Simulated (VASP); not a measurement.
Input of a VASP 6.6.1 run:

File INCAR:

```
SYSTEM = Si5H12O3
ALGO     = Normal         ! electronic algorithm
EDIFF    = 1E-6           ! SCF threshold, eV
ENCUT    = 400            ! plane-wave cutoff, eV
GGA      = PE             ! functional
ICORELEVEL= 1            
ISIF     = 2              ! what is computed and relaxed
ISMEAR   = 0              ! smearing method
LASPH    = .True.         ! aspherical terms in the spheres
LCHARG   = .False.        ! write CHGCAR
LREAL    = .False.        ! projectors in reciprocal space
LWAVE    = .False.        ! write WAVECAR
NELM     = 100            ! most SCF steps
PREC     = Accurate       ! precision mode
SIGMA    = 0.02           ! smearing width, eV
```

Contents of KPOINTS:

```
k-points
0
Gamma
  1 1 1
  0 0 0
```

Contents of POSCAR:

```
Si5H12O3
1.0
   15.0000000000      0.0000000000      0.0000000000
    0.0000000000     15.0000000000      0.0000000000
    0.0000000000      0.0000000000     15.0000000000
Si O H
5 3 12
Direct
    0.4974781700      0.4965388300      0.5204854800
    0.4788416300      0.4707400600      0.6735447400
    0.6993295500      0.5015137400      0.4670442700
    0.4070942300      0.3476394000      0.4052511100
    0.4138339700      0.6787732800      0.4620226700
    0.5973481400      0.4653958700      0.4886363300
    0.4233974900      0.4401233600      0.4631391700
    0.4853081700      0.6028899600      0.4981128000
    0.3895098200      0.5034878800      0.7033245500
    0.5492382000      0.5184395300      0.7255977400
    0.4852297700      0.3732212400      0.6932779500
    0.7426385600      0.5337348800      0.5507345700
    0.7508916600      0.4250493500      0.4300959400
    0.6967969500      0.5756813300      0.4007116500
    0.4121125000      0.2683539200      0.4653072200
    0.3164609300      0.3532335300      0.3649318600
    0.4754650900      0.3388341300      0.3334538900
    0.3399824800      0.6902539400      0.5278429600
    0.4634337700      0.7643096600      0.4523132900
    0.3756089100      0.6517861000      0.3741717900
```

Potentials or basis: VASP PAW PBE potentials, release 64 (Si, O, H).

Command:

```console
$ cat potpaw_PBE.64/Si/POTCAR potpaw_PBE.64/O/POTCAR potpaw_PBE.64/H/POTCAR > POTCAR
$ mpirun -np 1 vasp_std > vasp.out
```

Q: Estimate the largest force.

A: 0.038 eV/Å.

Q: What does it give for the gap between the frontier levels?

A: 5.58 eV.

Forces in eV/Å, atoms in the order of the input:
```
Si   0.000 -0.007  0.037
Si  -0.004  0.000  0.005
Si   0.031 -0.002 -0.009
Si  -0.017 -0.023 -0.018
Si  -0.012  0.031 -0.007
O    0.011  0.007  0.002
O    0.001 -0.013  0.000
O   -0.012  0.005  0.001
H    0.007 -0.002 -0.002
H   -0.006 -0.003 -0.009
H    0.000  0.009 -0.006
H   -0.005 -0.004 -0.011
H   -0.003  0.011  0.004
H    0.001 -0.012  0.007
H    0.000  0.010 -0.007
H    0.011 -0.003  0.003
H   -0.011  0.003  0.008
H    0.008 -0.002 -0.009
H   -0.008 -0.009 -0.001
H    0.007  0.005  0.011
```
